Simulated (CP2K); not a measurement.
Runs of CP2K 2026.2 on CdTe. Symmetry: F-43m, No. 216, cubic system. Conventional cell: a = 6.410 Å, b = 6.410 Å, c = 6.410 Å, α = 90.00°, β = 90.00°, γ = 90.00°. Te (site symmetry -43m) has 4 Cd at 2.78 Å as nearest neighbours. Cd (site symmetry -43m) has 4 Te at 2.78 Å as nearest neighbours. 

```tsv
level	gap on the mesh (eV)	pressure (GPa)
revPBE	0.97	5.8
RPBE	1.01	6.1
LDA	0.61	(a)
TASK	1.21	3.6
AM05	0.80	3.3
PBEsol	(c)	(b)
```

Alike in all rows: task atomic charges; potentials or basis POTENTIAL_UZH Te GTH-PBE-q6, Cd GTH-PBE-q12; TZVP-MOLOPT-PBE-GTH basis; no spin polarisation; cell as given; k mesh 7 × 7 × 7; smearing fermi-dirac 0.05 eV.

Estimate the missing entries.

(a) 1.9; (b) 2.9; (c) 0.73.

Caveats: the potentials were made for another functional, which shifts forces and pressure; spin-orbit coupling is left out, which moves the levels of the heavy elements; the basis of atomic orbitals isn't converged, which shifts pressures, moduli and gaps.

A k mesh can miss the band edges, and the runs leave out spin-orbit coupling on Cd, Te.

Runs at the PBE level aren't shown here.
